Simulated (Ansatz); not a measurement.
# Lattice dynamics of (CdS)1(ZnSe)3 [0001] superlattice, started as wurtzite

Task: relax (CdS)1(ZnSe)3 [0001] superlattice, started as wurtzite, then find its harmonic phonons.

Method: DFT PBEsol, scalar-relativistic, plane waves, PAW, in Ansatz 0.2.0.

This is a report of a sequence of runs, with most program output left out.

The structure was built from a prototype and need not be the compound's stable phase.

## Step 1: Set-up

The structure is trigonal, space group P3m1 (No. 156). Conventional cell: a = 4.035 Å, b = 4.035 Å, c = 13.185 Å, α = 90.00°, β = 90.00°, γ = 120.00°. Cd has 3 Se at 2.47 Å and 1 S at 2.47 Å nearest. Nearest to S lie 3 Zn at 2.47 Å and 1 Cd at 2.47 Å. Nearest to Se lie 4 Zn at 2.47 Å. Se has 4 Zn at 2.47 Å nearest. Nearest to Se lie 3 Cd at 2.47 Å and 1 Zn at 2.47 Å. Nearest to Zn lie 3 S at 2.47 Å and 1 Se at 2.47 Å. Farther neighbours and most contacts between anions are not listed.

## Step 2: Rough relaxation

The start is far from rest, so a relaxation with loose tolerances brings it close first.

input.yaml

```yaml
crystal:
  lattice:
    - [4.035, 0.0, 0.0]
    - [-2.0175, 3.49441, 0.0]
    - [0.0, 0.0, 13.185]
  atoms:
    - { symbol: Cd, position: [0.333333, 0.666667, 0.0] }
    - { symbol: S, position: [0.333333, 0.666667, 0.1875] }
    - { symbol: Se, position: [0.666667, 0.333333, 0.4375] }
    - { symbol: Se, position: [0.333333, 0.666667, 0.6875] }
    - { symbol: Se, position: [0.666667, 0.333333, 0.9375] }
    - { symbol: Zn, position: [0.666667, 0.333333, 0.25] }
    - { symbol: Zn, position: [0.333333, 0.666667, 0.5] }
    - { symbol: Zn, position: [0.666667, 0.333333, 0.75] }
kpoints:
  mp_grid: { grid: [6, 6, 2] }
hamiltonian:
  xc: pbesol
scf:
  occupations: { method: gaussian, width: 0.1 }
output:
  forces: true
  stress: true
  eigenvalues: true
relax:
  adjacent_minimum: "off"
  f_tol: 0.05
  max_steps: 80
  cell: { stress_tol: 0.5 }
```

Started as:

```sh
ansatz run input.yaml --threads 4 --pin off --max-ram 14336MiB --backend cpu --events-out ev --progress --plain --runs-dir out
```

Wall time 18 s (4 threads of Arm Neoverse V2, shared host); peak memory 0.65 GiB; 69 s of CPU time.

The steps of the relaxation:

```
step  energy less that of the first step (eV)  largest force component (eV/Å)  pressure (GPa)  volume (Å³)
   1                                   0.0000                          1.3496            0.05       185.91
   2                                  -0.2464                          0.1309           -0.87       186.04
   3                                  -0.2634                          0.0757           -0.21       183.72
   4                                  -0.2647                          0.0094            0.02       183.05
  5*                                  -0.2639                          0.0095            0.02       183.05
```

Relaxation steps marked * repeat the geometry before them on a plane-wave basis chosen anew for their cell, so energy and pressure can jump there.

The run keeps the 6 symmetry operations that it works with, so distortions that break them were not tested.

```
conventional cell, symmetrised  before   after  change
                         a (Å)   4.035   3.994  -1.0 %
                         b (Å)   4.035   3.994  -1.0 %
                         c (Å)  13.185  13.253  +0.5 %
              volume (Å³/atom)   23.24   22.88  -1.5 %
```

The atoms that moved most (Å, as changes of fractional coordinates times the final cell):

```
atom     dx     dy      dz  length
  S2  0.000  0.000   0.183   0.183
 Cd1  0.000  0.000   0.159   0.159
 Se5  0.000  0.000  -0.149   0.149
 Zn8  0.000  0.000  -0.095   0.095
 Se4  0.000  0.000  -0.073   0.073
 Zn7  0.000  0.000  -0.029   0.029
 Zn6  0.000  0.000   0.020   0.020
 Se3  0.000  0.000  -0.016   0.016
```

The relaxed structure:

```cif
data_structure
_symmetry_space_group_name_H-M 'P 1'
_symmetry_Int_Tables_number 1
_cell_length_a 3.9936
_cell_length_b 3.9936
_cell_length_c 13.2530
_cell_angle_alpha 90.000
_cell_angle_beta 90.000
_cell_angle_gamma 120.000
_cell_volume 183.05
loop_
_atom_site_label
_atom_site_type_symbol
_atom_site_fract_x
_atom_site_fract_y
_atom_site_fract_z
_atom_site_occupancy
Cd1 Cd 0.33333 0.66667 0.01198 1
S2 S 0.33333 0.66667 0.20128 1
Se3 Se 0.66667 0.33333 0.43631 1
Se4 Se 0.33333 0.66667 0.68201 1
Se5 Se 0.66667 0.33333 0.92628 1
Zn6 Zn 0.66667 0.33333 0.25151 1
Zn7 Zn 0.33333 0.66667 0.49778 1
Zn8 Zn 0.66667 0.33333 0.74287 1
```

This step gave:

```
pressure           : 0.02032 GPa
volume per atom    : 22.88 Å³
gap on the k-mesh  : 0.7744 eV
direct gap on mesh : 0.7744 eV
```

In this step the volume went from 23.24 to 22.88 Å³/atom.

## Step 3: Relaxation

Harmonic phonons are second derivatives at a point where the forces vanish, and they are wanted at zero stress, so atoms and cell are relaxed first.

input.yaml

```yaml
crystal:
  lattice:
    - [3.9936266599, 0.0, 0.0]
    - [-1.9968133299, 3.4585821407, 0.0]
    - [0.0, 0.0, 13.2529721854]
  atoms:
    - { symbol: Cd, position: [0.3333333333, 0.6666666667, 0.0119773382] }
    - { symbol: S, position: [0.3333333333, 0.6666666667, 0.2012778805] }
    - { symbol: Se, position: [0.6666666667, 0.3333333333, 0.4363075311] }
    - { symbol: Se, position: [0.3333333333, 0.6666666667, 0.682007739] }
    - { symbol: Se, position: [0.6666666667, 0.3333333333, 0.9262750556] }
    - { symbol: Zn, position: [0.6666666667, 0.3333333333, 0.2515056286] }
    - { symbol: Zn, position: [0.3333333333, 0.6666666667, 0.4977826882] }
    - { symbol: Zn, position: [0.6666666667, 0.3333333333, 0.7428661388] }
kpoints:
  mp_grid: { grid: [9, 9, 2] }
hamiltonian:
  xc: pbesol
scf:
  occupations: { method: gaussian, width: 0.02 }
output:
  forces: true
  stress: true
  eigenvalues: true
  write_density: true
  write_potential: true
  elf: true
  volumetric_format: npy
relax:
  adjacent_minimum: "off"
  f_tol: 0.005
  max_steps: 80
  cell: { stress_tol: 0.05 }
```

The job ended after 20 s (4 threads; peak memory 0.72 GiB).

Little changed from the start: no atom moved by 0.005 Å and no cell edge by 0.1 %.

This step gave:

| Property | Result |
| --- | --- |
| pressure | -0.003370 GPa |
| gap on the k-mesh | 0.7724 eV |
| direct gap on mesh | 0.7724 eV |

ELF in the ac plane at fractional y = 0.667, with atoms of Cd and S and Se and Zn within 0.2 Å of it. It is the smooth field of the valence electrons, not physical close to the nuclei.

Ten even steps from '0' (0.01) to '9' (0.85), each cell a mean:
```
32356653236776
63222222367887
53111111356777
21000000123443
11122221111111
35777776532111
68986689853212
78862258873213
57887788852102
24677776420000
12221122211001
22100001223444
42100001256777
64211122467777
42111111246666
10000000012332
11345543211111
36899998632111
69973379962112
69974379963112
46899998631001
12233332210000
12345543211001
22479974222332
```
Columns run along a (4.0 Å), rows up along c (13.3 Å). Atoms in or near the plane, at fractional coordinates: Cd at (0.33, 0.01), S at (0.33, 0.20), Se at (0.33, 0.68), Zn at (0.33, 0.50).

Electrostatic potential energy in the ac plane at fractional y = 0.667, with atoms of Cd and S and Se and Zn within 0.2 Å of it. With pseudopotentials it is smooth inside the atoms' cores, unlike the true potential.

Ten even steps from '0' (-29 eV) to '9' (12 eV), each cell a mean:
```
87532235789999
99877778998888
99999999999999
99999999999999
99999999999999
99887788999889
88545545789889
86457754689999
98544445899999
99887788999999
99753357899999
97300003799999
87410004789889
99865568998888
99999999999999
99999999999999
99999999999999
99864468999888
98300003789889
98300004799999
99865468999999
99877778999999
97532235799999
86310013689999
```
Columns run along a (4.0 Å; values clipped at the 3rd and 97th percentile), rows up along c (13.3 Å). Atoms in or near the plane, at fractional coordinates: Cd at (0.33, 0.01), S at (0.33, 0.20), Se at (0.33, 0.68), Zn at (0.33, 0.50).

Valence density in the ac plane at fractional y = 0.667, with atoms of Cd and S and Se and Zn within 0.2 Å of it. It is the smooth field of the valence electrons, not physical close to the nuclei.

Ten steps, logarithmic in the rise over the least value, from '0' (0 e/Å³) to '9' (26 e/Å³), each cell a mean:
```
11367763211111
11112211111111
00000000001111
00000000000000
00000000000000
01111211100000
12357753211000
12479974210000
01246642100000
00122221000000
00123321000000
01369963100000
11358862111111
11112211111111
00000000000110
00000000000000
00000000000000
01122221100000
12332233210000
12332233210000
01123321100000
00122221000000
01357763100000
12589985210000
```
Columns run along a (4.0 Å), rows up along c (13.3 Å). Atoms in or near the plane, at fractional coordinates: Cd at (0.33, 0.01), S at (0.33, 0.20), Se at (0.33, 0.68), Zn at (0.33, 0.50).

In this step the volume went from 22.88 to 22.88 Å³/atom.

## Step 4: Tight relaxation

Phonons need a cell at rest on their own settings, so the relaxation is repeated with tight tolerances on forces and stress, using the mesh and the filling of the phonon run that follows.

input.yaml

```yaml
crystal:
  lattice:
    - [3.992892494, 0.0, 0.0]
    - [-1.996446247, 3.4579463344, 0.0]
    - [0.0, 0.0, 13.259486843]
  atoms:
    - { symbol: Cd, position: [0.3333333333, 0.6666666667, 0.0120739178] }
    - { symbol: S, position: [0.3333333333, 0.6666666667, 0.2012554148] }
    - { symbol: Se, position: [0.6666666667, 0.3333333333, 0.4362433056] }
    - { symbol: Se, position: [0.3333333333, 0.6666666667, 0.6819429091] }
    - { symbol: Se, position: [0.6666666667, 0.3333333333, 0.9262275218] }
    - { symbol: Zn, position: [0.6666666667, 0.3333333333, 0.2515712154] }
    - { symbol: Zn, position: [0.3333333333, 0.6666666667, 0.4977837314] }
    - { symbol: Zn, position: [0.6666666667, 0.3333333333, 0.7429019841] }
kpoints:
  mp_grid: { grid: [9, 9, 2] }
hamiltonian:
  xc: pbesol
scf:
  occupations: { method: fixed }
output:
  forces: true
  stress: true
  eigenvalues: true
  write_density: true
  write_potential: true
  elf: true
  volumetric_format: npy
relax:
  adjacent_minimum: "off"
  f_tol: 0.001
  max_steps: 60
  cell: { stress_tol: 0.01 }
```

Run time: 26 s. Hardware: 4 threads; peak memory 0.71 GiB.

Little changed from the start: no atom moved by 0.005 Å and no cell edge by 0.1 %.

Numbers from this step:

| Item | Value |
| --- | --- |
| pressure | 5.23e-4 GPa |
| gap on the k-mesh | 0.7730 eV |
| direct gap on mesh | 0.7730 eV |

Valence density in the ac plane at fractional y = 0.667, with atoms of Cd and S and Se and Zn within 0.2 Å of it. It is the smooth field of the valence electrons, not physical close to the nuclei.

Ten steps, logarithmic in the rise over the least value, from '0' (0 e/Å³) to '9' (26 e/Å³), each cell a mean:
```
11367763211111
11112211111111
00000000001111
00000000000000
00000000000000
01111211100000
12357753211000
12479974210000
01246642100000
00122221000000
00123321000000
01369963100000
11358862111111
11112211111111
00000000000110
00000000000000
00000000000000
01122221100000
12332233210000
12332233210000
01123321100000
00122221000000
01357763100000
12589985210000
```
Columns run along a (4.0 Å), rows up along c (13.3 Å). Atoms in or near the plane, at fractional coordinates: Cd at (0.33, 0.01), S at (0.33, 0.20), Se at (0.33, 0.68), Zn at (0.33, 0.50).

Electrostatic potential energy in the ac plane at fractional y = 0.667, with atoms of Cd and S and Se and Zn within 0.2 Å of it. With pseudopotentials it is smooth inside the atoms' cores, unlike the true potential.

Ten even steps from '_' (-29 eV) to '@' (12 eV), each cell a mean:
```
%%##++--::::--++##%%@@@@@@@@
@@@@%%########%%@@@@%%%%%%%%
@@@@@@@@@@@@@@@@@@@@@@@@@@@@
@@@@@@@@@@@@@@@@@@@@@@@@@@@@
@@@@@@@@@@@@@@@@@@@@@@@@@@@@
@@@@%%%%####%%%%@@@@@@%%%%@@
%%%%++==++++==++##%%@@%%%%@@
%%**==++####++==**%%@@@@@@@@
@@%%++========++%%@@@@@@@@@@
@@@@%%%%####%%%%@@@@@@@@@@@@
@@@@##++----++##%%@@@@@@@@@@
@@##--________--##@@@@@@@@@@
%%##==..______==##%%@@%%%%@@
@@@@%%**++++**%%@@@@%%%%%%%%
@@@@@@@@@@@@@@@@@@@@@@@@@@@@
@@@@@@@@@@@@@@@@@@@@@@@@@@@@
@@@@@@@@@@@@@@@@@@@@@@@@@@@@
@@@@%%**====**%%@@@@@@%%%%%%
@@%%--________--##%%@@%%%%@@
@@%%--________==##@@@@@@@@@@
@@@@%%**++==**%%@@@@@@@@@@@@
@@@@%%########%%@@@@@@@@@@@@
@@##++--::::--++##@@@@@@@@@@
%%**--..____..--**%%@@@@@@@@
```
Columns run along a (4.0 Å; values clipped at the 3rd and 97th percentile), rows up along c (13.3 Å). Atoms in or near the plane, at fractional coordinates: Cd at (0.33, 0.01), S at (0.33, 0.20), Se at (0.33, 0.68), Zn at (0.33, 0.50).

ELF in the ac plane at fractional y = 0.667, with atoms of Cd and S and Se and Zn within 0.2 Å of it. It is the smooth field of the valence electrons, not physical close to the nuclei.

Ten even steps from '_' (0.01) to '@' (0.85), each cell a mean:
```
--::--++****++--::--**####**
**--::::::::::::--**##%%%%##
++--............--++**######
::..____________..::--====--
......::::::::..............
--++##########**++--::......
**%%@@%%****%%@@%%++--::..::
##%%%%**::::++%%%%##--::..--
++##%%%%####%%%%%%++::..__::
::==**########**==::________
..::::::....::::::....____..
::::..________..::::--======
==::..________..::++**######
**==::......::::==**########
==::............::==********
..________________..::----::
....--==++++==--::..........
--**%%@@@@@@@@%%**--::......
**@@@@##----##@@@@**::....::
**@@@@##==--##@@@@**--....::
==**%%@@@@@@@@%%**--..____..
..::::--------::::..________
..::--==++++==--::....____..
::::==##@@@@##==::::::----::
```
Columns run along a (4.0 Å), rows up along c (13.3 Å). Atoms in or near the plane, at fractional coordinates: Cd at (0.33, 0.01), S at (0.33, 0.20), Se at (0.33, 0.68), Zn at (0.33, 0.50).

The largest force component left is 0.41 meV/Å and the pressure is 0.001 GPa, within the tolerances set. The cell now holds 22.88 Å³/atom.

## Step 5: Zone-centre response

The zone centre is the only wavevector solved here; it holds the modes that light can see, as far as symmetry allows. The response to a homogeneous field gives the Born charges and the dielectric tensor, and its change with displacement the Raman tensors.

input.yaml

```yaml
crystal:
  lattice:
    - [3.9927991286, 0.0, 0.0]
    - [-1.9963995643, 3.4578654776, 0.0]
    - [0.0, 0.0, 13.2593764537]
  atoms:
    - { symbol: Cd, position: [0.3333333333, 0.6666666667, 0.0120742974] }
    - { symbol: S, position: [0.3333333333, 0.6666666667, 0.2012301614] }
    - { symbol: Se, position: [0.6666666667, 0.3333333333, 0.4362276589] }
    - { symbol: Se, position: [0.3333333333, 0.6666666667, 0.6819307387] }
    - { symbol: Se, position: [0.6666666667, 0.3333333333, 0.9262175592] }
    - { symbol: Zn, position: [0.6666666667, 0.3333333333, 0.2516003812] }
    - { symbol: Zn, position: [0.3333333333, 0.6666666667, 0.4977940616] }
    - { symbol: Zn, position: [0.6666666667, 0.3333333333, 0.7429251417] }
kpoints:
  mp_grid: { grid: [9, 9, 2] }
hamiltonian:
  xc: pbesol
scf:
  occupations: { method: fixed }
output:
  eigenvalues: true
phonons:
  method: dfpt
  dielectric: true
  rigid_motions: translations
  raman: true
```

Run time: 13 min. Hardware: 4 threads; peak memory 9.2 GiB.

The run ended with an error after its SCF cycle had converged; no result of it is taken.

The program's message: “memory limit exceeded: the `dfpt response` phase needs 17.52 GiB against the run's memory maximum of 14.00 GiB; largest carriers: field second order 7.39 GiB, field directions in a basis 4.55 GiB, scf …”

## Step 6: Linear response at the zone centre

The zone centre is the only wavevector solved here; it holds the modes that light can see, as far as symmetry allows. The response to a homogeneous field gives the Born charges and the dielectric tensor.

input.yaml, as its differences from that of step 5:

```diff
@@ -26,2 +26 @@
   rigid_motions: translations
-  raman: true
```

Run time: 12 min. Hardware: 4 threads; peak memory 9.2 GiB.

This step gave:

* sum-rule residual before enforcement: 1.79e-4 eV/Å²
* miss of the charge sum rule: 0.03374 e
* estimated error of the dielectric tensor: 0.04795
* estimated error of the Born charges: 0.03838 e
* point group: 3m
* highest optical mode at the zone centre (no LO-TO term): 290.1 cm⁻¹
* lowest optical zone-centre mode: 33.99 cm⁻¹
* mean high-frequency dielectric constant: 7.182
* largest Born charge (third of the trace): -2.175 e
* mean static dielectric constant: 10.25
* top of the zone-centre spectrum with the field: 301.0 cm⁻¹

Without the LO-TO term. Patterns of degenerate modes are one choice out of their space. Modes at Γ, with each element's share of the kinetic energy:

| mode | frequency (cm⁻¹) | symmetry | Cd % | S % | Se % | Zn % |
| --- | --- | --- | --- | --- | --- | --- |
| 1 | 0.0 | acoustic | 19 | 6 | 41 | 34 |
| 2 | 0.0 | acoustic | 19 | 6 | 41 | 34 |
| 3 | 0.0 | acoustic | 19 | 6 | 41 | 34 |
| 4 | 34.0 | E | 41 | 1 | 41 | 17 |
| 5 | 34.0 | E | 41 | 1 | 41 | 17 |
| 6 | 42.7 | E | 0 | 8 | 37 | 55 |
| 7 | 42.7 | E | 0 | 8 | 37 | 55 |
| 8 | 52.5 | E | 1 | 14 | 23 | 62 |
| 9 | 52.5 | E | 1 | 14 | 23 | 62 |
| 10 | 105.4 | A1 | 33 | 2 | 39 | 26 |
| 11 | 117.0 | A1 | 10 | 5 | 36 | 49 |
| 12 | 165.9 | A1 | 22 | 1 | 23 | 54 |
| 13 | 185.6 | E | 38 | 0 | 62 | 0 |
| 14 | 185.6 | E | 38 | 0 | 62 | 0 |
| 15 | 204.5 | E | 0 | 0 | 50 | 50 |
| 16 | 204.5 | E | 0 | 0 | 50 | 50 |
| 17 | 206.9 | E | 0 | 0 | 47 | 53 |
| 18 | 206.9 | E | 0 | 0 | 47 | 53 |
| 19 | 208.9 | A1 | 1 | 1 | 50 | 48 |
| 20 | 221.9 | A1 | 0 | 3 | 56 | 41 |
| 21 | 231.9 | E | 0 | 71 | 0 | 29 |
| 22 | 231.9 | E | 0 | 71 | 0 | 29 |
| 23 | 236.4 | A1 | 5 | 0 | 53 | 42 |
| 24 | 290.1 | A1 | 9 | 83 | 3 | 5 |

Displacements in mode 5 (34.0 cm⁻¹), the largest set to 1:
```
Cd1 -0.25  1.00  0.00
S2   0.07 -0.29  0.00
Se3  0.16 -0.64  0.00
Se4  0.10 -0.41  0.00
Se5 -0.22  0.91  0.00
Zn6  0.08 -0.34  0.00
Zn7  0.16 -0.66  0.00
Zn8  0.10 -0.41  0.00
```

Displacements in mode 11 (117.0 cm⁻¹), the largest set to 1:
```
Cd1  0.00  0.00  0.49
S2   0.00  0.00  0.66
Se3  0.00  0.00  0.56
Se4  0.00  0.00 -0.82
Se5  0.00  0.00 -0.44
Zn6  0.00  0.00  1.00
Zn7  0.00  0.00 -0.44
Zn8  0.00  0.00 -0.86
```

Before it was imposed, the acoustic sum rule was missed by 1.8e-4 eV/Å² and the charge sum rule by 0.034 e. The charge miss is large and points to the mesh or the basis. The lowest optical mode is real, 34.0 cm⁻¹.

The log warns of the k mesh: “the force constants stand on the 9×9×2 k-mesh, whose period is 8.76 times the interband length at k = (0.0000, 0.0000, 0.0000), direct gap 0.773 eV, under 14: take them and everything formed from them as unconverged”.

## Step 7: Isotope substitution, element Cd, natural mass 112.414 amu

An isotope changes the mass and not the force constants, so no new electronic calculation is needed; the shifts show which modes move this element.

[end of part 1 of 2]

[Logs are printed without paths, hosts, clocks, repeated set-up lines and the standing remarks that a program may print on its own settings, such as how far it seeks lower states.]

[Hosts, paths, dates, database ids (printed as entryN), source tags and the programs' standing remarks are cut or masked in the printed files.]
